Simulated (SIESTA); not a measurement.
Pd:

```
Pd
1.0
     0.00000    1.94650    1.94650
     1.94650    0.00000    1.94650
     1.94650    1.94650    0.00000
Pd
1
Direct
  0.00000 0.00000 0.00000
```

Base run:

```yaml
Program: SIESTA 5.4.2
Functional: PBE
Potentials_or_basis: PseudoDojo 0.4 standard (PBE files)
Basis: DZ (energy shift 0.002 Ry)
Grid_cutoff: 800 Ry
Energy_shift: 0.002 Ry
k_mesh: 12 × 12 × 12
Occupations: fermi-dirac, width 0.05 eV
Spin: no spin polarisation
```

Its results: band gap on the k mesh none (metal or under the smearing width); pressure 4.3 GPa.

Question: After a change of settings the same cell gave: band gap on the k mesh none (metal or under the smearing width); pressure 7.4 GPa. Which change was it?
A. basis from DZ (energy shift 0.002 Ry) to TZP (energy shift 0.002 Ry)
B. basis from DZ (energy shift 0.002 Ry) to DZP (energy shift 0.002 Ry)
C. basis from DZ (energy shift 0.002 Ry) to SZ (energy shift 0.002 Ry)
D. basis from DZ (energy shift 0.002 Ry) to DZP (energy shift 0.003 Ry; two zetas on semicore shells); energy shift from 0.002 Ry to 0.003 Ry

Answer: D.

Caveats: the basis of atomic orbitals isn't converged, which shifts pressures, moduli and gaps; the basis has no polarisation orbitals (some runs); semicore shells carry a single zeta, which can move pressures by several GPa and volumes by a few percent (some runs).

Not every run made on this cell is shown here.
